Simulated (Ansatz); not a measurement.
PbO2 under changes of volume

One of the cells (13.151 Å³/atom); the others are scaled copies at fixed shape and fractional positions:

```
Pb O
1.0
     0.00000    2.70199    2.70199
     2.70199    0.00000    2.70199
     2.70199    2.70199    0.00000
Pb O
1 2
Direct
  0.00000 0.00000 0.00000
  0.75000 0.75000 0.75000
  0.25000 0.25000 0.25000
```

The cell comes from a database or a generator and needn't be the stable form of this composition.

- Program: Ansatz 0.2.0
- Functional: LDA
- Potentials or basis: all-electron LAPW, scalar-relativistic
- Cutoff: 291 eV (chosen from the basis error)
- Basis error allowed: 0.002 eV/atom
- k mesh: 9 × 9 × 9
- Occupations: fermi-dirac, width 0.05 eV
- Spin: no spin polarisation

```csv
volume (Å³/atom),energy over the lowest point (meV/atom),pressure (GPa)
12.362,0.00,-1.4
12.625,?,?
12.888,14.92,-7.5
13.151,29.33,-10.0
13.414,47.65,-12.2
13.677,69.38,-14.2
13.940,94.09,-15.9
```

**Question.** What does the run at 12.625 Å³/atom give?

**Answer.** Energy over the lowest point 4.94 meV/atom; pressure -4.6 GPa.

Worked out: A Birch-Murnaghan fit of order 3 (a polynomial in V^(-2/3)) to the other rows has its minimum at 12.26 Å³/atom, just outside them, with B0 = V·E''(V) = 171 GPa and B' = 5.0. It gives 4.93 meV/atom at 12.625 Å³/atom, against the run's 4.94, and -dE/dV = -4.6 GPa, against -4.6.

Energies are extrapolated to zero smearing.

The runs don't all hold the same shells in valence.
